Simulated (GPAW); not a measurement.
# BeTe (F-43m) in GPAW: single point with PBE

Aim: the single point of BeTe with PBE.

Everything below comes from runs of GPAW 26.7.0. Logs are shortened: lines on timing, memory, paths and dates and some standing lists are left out, and cuts for length are marked. The log counts tension as positive stress, the text compression.

## 1. Starting point

Symmetry: F-43m, No. 216, cubic system. Conventional cell: a = 5.540 Å, b = 5.540 Å, c = 5.540 Å, α = 90.00°, β = 90.00°, γ = 90.00°. Te (site symmetry -43m) is surrounded by 4 Be at 2.40 Å. Be (site symmetry -43m) is surrounded by 4 Te at 2.40 Å.

## 2. Single point, PBE

Contents of run.py:

```python
from ase import Atoms
from ase.dft.bandgap import bandgap
from ase.io import write
from ase.units import GPa
from gpaw import GPAW, PW

atoms = Atoms(['Te', 'Be'],
              cell=[[0.0, 2.77, 2.77],
                    [2.77, 0.0, 2.77],
                    [2.77, 2.77, 0.0]],
              scaled_positions=[[0.75, 0.75, 0.75],
                                [0.0, 0.0, 0.0]],
              pbc=True)

calc = GPAW(mode=PW(600),
            xc='PBE',
            kpts={'size': (7, 7, 7), 'gamma': True},
            occupations={'name': 'fermi-dirac', 'width': 0.05},
            nbands=11,
            maxiter=120,
            txt='gpaw.txt')
atoms.calc = calc
energy = atoms.get_potential_energy()
forces = atoms.get_forces()
stress = atoms.get_stress()
calc.write('gs.gpw')
write('result.traj', atoms)
print(f'Energy: {energy:.6f} eV')
print('Forces (eV/A):')
print(forces.round(4))
print('Stress (GPa):', (stress / GPa).round(3))
print('Fermi level:', round(calc.get_fermi_level(), 4), 'eV')
print(f'Gap: {bandgap(calc)[0]:.4f} eV, direct: {bandgap(calc, direct=True)[0]:.4f} eV')
```

Potentials or basis: GPAW PAW data sets (gpaw-data 1.2.1), pw.

The run is started by

```console
$ OMP_NUM_THREADS=1 python run.py
```

gpaw.txt:

```text
__  _  _
 | _ |_)|_||  |
 |__||  | ||/\| - 26.7.0

Input parameters:
  mode=PW(ecut=600.0),
  kpts=MonkhorstPack(size=(7, 7, 7), gamma=True),
  maxiter=120,
  nbands=11,
  occupations=Occupations(name='fermi-dirac', width=0.05),
  xc=XC(name='PBE')

Diagonalizing LCAO Hamiltonian
Converting LCAO to pw mode

                    Te

       Be

Atoms  # Å, Bohr magnetons
|   | symbol |        x |        y |        z |    initial magnetic moments |
|---|--------|----------|----------|----------|-----------------------------|
| 0 |     Te | 4.155000 | 4.155000 | 4.155000 | ( 0.0000,  0.0000,  0.0000) |
| 1 |     Be | 0.000000 | 0.000000 | 0.000000 | ( 0.0000,  0.0000,  0.0000) |

Unit cell  # Å
| periodic |        x |        y |        z |  lengths |    angles |
|----------|----------|----------|----------|----------|-----------|
|      yes | 0.000000 | 2.770000 | 2.770000 | 3.917372 | 60.000000 |
|      yes | 2.770000 | 0.000000 | 2.770000 | 3.917372 | 60.000000 |
|      yes | 2.770000 | 2.770000 | 0.000000 | 3.917372 | 60.000000 |

Number of symmetries: 24
Symmetry operations  # r_c * U_cc + t_c -> r_c
|    | kind |            matrix            |
|----|------|------------------------------|
|  0 |  E   |  1, 0, 0,  0, 1, 0,  0, 0, 1 |
|  1 |  σ   |  1, 0, 0,  0, 0, 1,  0, 1, 0 |
|  2 |  σ   |  1, 0,-1,  0, 1,-1,  0, 0,-1 |
|  3 |  C3  |  1, 0,-1,  0, 0,-1,  0, 1,-1 |
|  4 |  C3  |  1,-1, 0,  0,-1, 1,  0,-1, 0 |
|  5 |  σ   |  1,-1, 0,  0,-1, 0,  0,-1, 1 |
|  6 |  σ   |  0, 1, 0,  1, 0, 0,  0, 0, 1 |
|  7 |  C3  |  0, 1, 0,  0, 0, 1,  1, 0, 0 |
|  8 |  C2  |  0, 1,-1,  1, 0,-1,  0, 0,-1 |
|  9 |  S4  |  0, 1,-1,  0, 0,-1,  1, 0,-1 |
| 10 |  C3  |  0, 0, 1,  1, 0, 0,  0, 1, 0 |
| 11 |  σ   |  0, 0, 1,  0, 1, 0,  1, 0, 0 |
| 12 |  S4  |  0, 0,-1,  1, 0,-1,  0, 1,-1 |
| 13 |  C3  |  0, 0,-1,  0, 1,-1,  1, 0,-1 |
| 14 |  S4  |  0,-1, 1,  1,-1, 0,  0,-1, 0 |
| 15 |  C2  |  0,-1, 1,  0,-1, 0,  1,-1, 0 |
| 16 |  C3  |  0,-1, 0,  1,-1, 0,  0,-1, 1 |
| 17 |  S4  |  0,-1, 0,  0,-1, 1,  1,-1, 0 |
| 18 |  S4  | -1, 1, 0, -1, 0, 1, -1, 0, 0 |
| 19 |  C3  | -1, 1, 0, -1, 0, 0, -1, 0, 1 |
| 20 |  C3  | -1, 0, 1, -1, 1, 0, -1, 0, 0 |
| 21 |  S4  | -1, 0, 1, -1, 0, 0, -1, 1, 0 |
| 22 |  σ   | -1, 0, 0, -1, 1, 0, -1, 0, 1 |
| 23 |  C2  | -1, 0, 0, -1, 0, 1, -1, 1, 0 |

BZ-sampling:
  Number of BZ points: 343
  Number of IBZ points: 20

  Monkhorst-Pack size: [7, 7, 7]
  Monkhorst-Pack shift: [0, 0, 0]

K-points  # in reciprocal-cell coordinates
|     |                                coordinates |     weight |
|-----|--------------------------------------------|------------|
|   0 | (  0.00000000,   0.00000000,   0.00000000) | 0.00291545 |
|   1 | (  0.14285714,   0.14285714,   0.00000000) | 0.01749271 |
|   2 | (  0.14285714,   0.14285714,   0.14285714) | 0.02332362 |
|   3 | (  0.28571429,   0.14285714,   0.14285714) | 0.03498542 |
|   4 | (  0.28571429,   0.28571429,   0.00000000) | 0.01749271 |
|   5 | (  0.28571429,   0.28571429,   0.14285714) | 0.06997085 |
|   6 | (  0.28571429,   0.28571429,   0.28571429) | 0.02332362 |
|   7 | (  0.42857143,  -0.28571429,  -0.28571429) | 0.03498542 |
|   8 | (  0.42857143,   0.28571429,  -0.42857143) | 0.13994169 |
|   9 | (  0.42857143,   0.28571429,  -0.28571429) | 0.06997085 |
| ... |                                            |            |
|  19 | (  0.42857143,   0.42857143,   0.42857143) | 0.02332362 |

Plane wave coefficients: 1430
Cutoff: 600.0 eV

Spin-components: 1 (collinear spins)
Bands:           11
Projectors:      8
Spin-degeneracy: 2
Datatype:        complex128

Parallelization:
  kpt:    1
  domain: 1
  band:   1

Density:
  Valence electrons: 8.0
  Components: 1
  Grid points: [24 24 24]
  Charge: 0.0  # |e|

Potential:
  Grid points: [24 24 24]

species:
  Te:
    name:    Tellurium
    Z:       52.0
    valence: 6
    core:    46
    charge:  0.0  # [|e|]
    compensation charges:
      type: gauss
      rc: 0.36  # [Å]
      lmax: 2
    cutoffs:
      filter: 2.09  # [Å]
      core: 3.17  # [Å]
    projectors
    | kind |    occ | energy [eV] | rcut [Å] |
    |------|--------|-------------|----------|
    |   5s |  2.000 |     -15.089 |    1.180 |
    |   5p |  4.000 |      -5.955 |    1.196 |
    |    s |        |      12.123 |    1.180 |
    |    p |        |      21.256 |    1.196 |
    |    d |        |       0.000 |    1.238 |

    Using partial waves for Te as LCAO basis

  Be:
    name:    Beryllium
    Z:       4.0
    valence: 2
    core:    2
    charge:  0.0  # [|e|]
    compensation charges:
      type: gauss
      rc: 0.25  # [Å]
      lmax: 2
    cutoffs:
      filter: 1.42  # [Å]
      core: 1.77  # [Å]
    projectors
    | kind |    occ | energy [eV] | rcut [Å] |
    |------|--------|-------------|----------|
    |   2s |  2.000 |      -5.610 |    0.794 |
    |   2p |  0.000 |      -2.018 |    0.794 |
    |    s |        |      21.602 |    0.794 |

    Using partial waves for Be as LCAO basis

Reference energy: -185188.868407  # eV

eigensolver:
  PPCG
  Converge bands: occupied
  niter=2

density mixing:
  MSR1-Mixer
  Pratt-step length: 0.05
  Maximum mixing coefficient: 0.75
  Old densities: 10
  SVD Regularization: 0.005
  Good broyden scale: 1.0
  Trust region scale: 1.0
  Backstep threshold: 4.0
  History deletion threshold: 6.0
  Fourier metric: weight=20.0, sigma=0.015

occupation numbers:
  Fermi-Dirac:
    width: 0.0500  # eV

poisson solver:
  ecut: 4800.0  # eV

xc functional:
  name: PBE with 2 nearest neighbor stencil

convergence criteria:
- Maximum [total energy] change in last 3 cyles: 0.0005 eV / valence electron
- Maximum integral of absolute [dens]ity change: 0.0001 electrons / valence electron
- Maximum integral of absolute [eigenst]ate change: 4e-08 eV^2 / valence electron
maximum number of iterations: 120

SCF iterations
|iter     | |      energy | eigst |  dens |
|---------|-|-------------|-------|-------|
|iter:   1| |   -7.750522 | -0.15 |       |
|iter:   2| |   -7.729842 | -2.22 | -0.91 |
|iter:   3| |   -7.604065 | -2.24 | -0.94 |
|iter:   4| |   -7.604626 | -3.18 | -1.54 |
|iter:   5| |   -7.605241c| -4.39 | -2.07 |
|iter:   6| |   -7.605282c| -5.56 | -2.67 |
|iter:   7| |   -7.605283c| -7.04 | -3.70 |
|iter:   8| |   -7.605283c| -7.89c| -4.10c|

Converged in 8 steps
Energy contributions relative to reference atoms: (reference = -185188.868407)

Energy contributions:
  Kinetic:          18.490253
  Coulomb:         -16.525322
  Zero:              0.135215
  External:          0.000000
  Xc:               -9.705430
  Entropy:          -0.000000
  Spinorbit:         0.000000
  ----------------------------
  Free energy:      -7.605283
  Extrapolated:     -7.605283

dipole moment: (-0.426435, -0.426435, -0.426435)  # |e|*Ang

Fermi level: 6.488
Eigenvalues  # (at kpt = [0.000, 0.000, 0.000])
| band index |      eig [eV] | occ [0-2] |
|------------|---------------|-----------|
|          0 |        -7.057 |     2.000 |
|          1 |         5.562 |     2.000 |
|          2 |         5.562 |     2.000 |
|          3 |         5.562 |     2.000 |
|          4 |         9.147 |     0.000 |
|          5 |         9.147 |     0.000 |
|          6 |         9.147 |     0.000 |
|          7 |         9.761 |     0.000 |
|          8 |        13.973 |     0.000 |
|          9 |        16.135 |     0.000 |
|         10 |        16.297 |     0.000 |

Gap: 1.920 eV
Transition (v -> c):
  (s=0, k=0, n=3, [0.00, 0.00, 0.00]) -> (s=0, k=16, n=4, [0.43, 0.43, 0.00])
Direct/indirect transitions are different
Direct gap: 3.585 eV
Transition at: (s=0, k=0, n=3, [0.00, 0.00, 0.00])

Forces  # eV/Ang
|        x |        y |        z |
|----------|----------|----------|
|  0.00000 | -0.00000 | -0.00000 |  # Te   0
| -0.00000 |  0.00000 | -0.00000 |  # Be   1

Stress tensor  # eV/Ang^3
|         x |         y |         z |
|-----------|-----------|-----------|
| -0.027568 | -0.000000 | -0.000000 |
| -0.000000 | -0.027568 | -0.000000 |
| -0.000000 | -0.000000 | -0.027568 |

# Writing to gs.gpw (mode='')
```

It took 8 s on 1 thread of Arm Neoverse V1, shared host; peak memory 0.14 GiB.

What came out:

| Quantity | Value |
| --- | --- |
| Free energy | -7.6053 eV |
| Pressure | 4.4 GPa |
| Band gap on the k mesh | 1.92 eV, indirect (least direct gap 3.58 eV) |

Caveat: the cutoff is short for stress and forces, so pressures can be off by a GPa or more; spin-orbit coupling is left out, which moves the levels of the heavy elements; an odd mesh through Γ misses points on the zone boundary, where band edges often lie.

## 3. For comparison

An earlier run on the cell as given: functional PBEsol; potentials or basis PAW data sets generated in the run's folder for this functional; cutoff 800 eV; basis pw; k mesh 8 × 8 × 8; occupations fermi-dirac, width 0.05 eV; no spin polarisation.

* Pressure: 2.1 GPa
* Band gap on the k mesh: 1.75 eV, indirect (least direct gap 3.58 eV)
